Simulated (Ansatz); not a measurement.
ZnS (R3m) from a database of computed structures was put through Ansatz (plane waves). The cell was relaxed beforehand with r2SCAN.

The cell given to it:
```
CELL_PARAMETERS angstrom
1.90346 1.09897 9.35486
-1.90346 1.09897 9.35486
0.00000 -2.19793 9.35486
ATOMIC_POSITIONS crystal
Zn 0.99998 0.99998 0.99998
Zn 0.22227 0.22227 0.22227
Zn 0.44456 0.44456 0.44456
S 0.08327 0.08327 0.08327
S 0.52784 0.52784 0.52784
S 0.30541 0.30541 0.30541
```

Output, abridged:
```
scf.n_extra_bands = 5 over 27 filled bands (N_el = 54.0): the run solves 32 bands
Pseudopotential: Zn, paw, valence charge 12, recommended cutoff 420 eV
Pseudopotential: S, paw, valence charge 6, recommended cutoff 420 eV
Crystal: 6 atoms, lattice volume = 117.413 Å³
Basis set: ecut = 420 eV, 2317 PW (Γ), FFT grids on a1−a3, a2−a3, a3
Symmetry: 6 space group operations
Space group: R3m (ITA 160)
k-points: 65 of 512 (time reversal used)
preconditioner: auto → Resta (q_TF=auto, 2.397 Å⁻¹)  ε∞=6.9  [insulator: Δε(μ)=2.186 eV  σ=0.020 eV  ℏωp=25.2 eV]
NSCF: frozen V_eff on 73 k-points
Free energy (F): -12668.166732 eV
Fermi energy:    7.013642 eV
--- Forces (eV/Å), atoms counted from 1 ---
  atom   1  Zn      0.00000      0.00000      0.00203
  atom   2  Zn      0.00000      0.00000      0.00364
  atom   3  Zn      0.00000      0.00000      0.00280
  atom   4  S       0.00000      0.00000    -0.00147
  atom   5  S       0.00000      0.00000    -0.00386
  atom   6  S       0.00000      0.00000    -0.00314
--- Stress (GPa, compression-positive) ---
        2.266558       0.000000       0.000000
        0.000000       2.266558       0.000000
        0.000000       0.000000       2.267625
  P = ⅓ Tr σ = 2.2669 GPa (22.669 kbar)
--- Band table (eV; the first three rows and the last of 65) ---
  k-point 0: bands = […, 5.2145, 5.2196, 5.2196, 5.8493, 5.9046, 5.9046, 8.0954, 9.2242, 9.3778, 12.2043, …]
  k-point 1: bands = […, 4.6350, 4.9604, 5.0077, 5.0356, 5.7158, 5.7713, 8.8801, 9.8889, 10.0618, 11.8402, …]
  k-point 2: bands = […, 3.6112, 3.8455, 4.4860, 4.5781, 5.3316, 5.4492, 9.6436, 10.1922, 10.4104, 11.4131, …]
  k-point 64: bands = […, 5.0119, 5.0119, 5.6551, 5.6551, 5.6660, 5.6660, 9.0760, 9.1978, 9.3389, 12.1446, …]
```

**Question.** Which of these blocks stood in the input: relax, gw, phonons, dielectric, magnetization (spin_orbit)?

**Answer.** None of them. A single point prints forces and stress when the output block asks for them.

**Question.** Which k mesh was typed?

**Answer.** 8×8×8, Γ-centred.

**Question.** How were the bands filled?

**Answer.** With smearing of width σ = 0.02 eV (Fermi-Dirac in this run).

**Question.** Which functional?

**Answer.** PBE. The compression on the r2SCAN cell fits PBE, which tends to larger cells. Close relatives of this functional can't be ruled out from these lines alone.

Run as `ansatz run input.yaml --threads 4 --pin off --max-ram 5529MiB --backend cpu --events-out ev --progress --plain --runs-dir out`. Wall time 11 s on 4 threads of Arm Neoverse V1 (shared host); peak host memory 0.5 GiB.

The values are computed, spin-unpolarised, and not measurements.
